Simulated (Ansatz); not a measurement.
MgS (Niningerite):

```
CELL_PARAMETERS angstrom
0.00000 2.60165 2.60165
2.60165 0.00000 2.60165
2.60165 2.60165 0.00000
ATOMIC_POSITIONS crystal
S 0.50000 0.50000 0.50000
Mg 0.00000 0.00000 0.00000
```

Base run:

```yaml
Program: Ansatz 0.2.0
Functional: LDA
Potentials_or_basis: Ansatz PAW
Cutoff: "420 eV (not typed: the program's choice for these potentials)"
k_mesh: 9 × 9 × 9
Occupations: fermi-dirac, width 0.05 eV
Spin: no spin polarisation
```

Its results: band gap on the k mesh 2.69 eV, indirect (least direct gap 3.48 eV); pressure -3.3 GPa.

The run is repeated on the same cell with these changes: functional from LDA to RPBE. What comes out?

Band gap on the k mesh 3.07 eV, indirect (least direct gap 3.89 eV); pressure 3.4 GPa.

RPBE binds less tightly than LDA, so the same cell stands under more pressure.

Caveats: the k mesh misses the band edges, so the gap on the mesh is wider than the one along the path; the PAW data sets come from PBE, with cores solved anew for the run's functional, which leaves a small shift of forces and pressure.
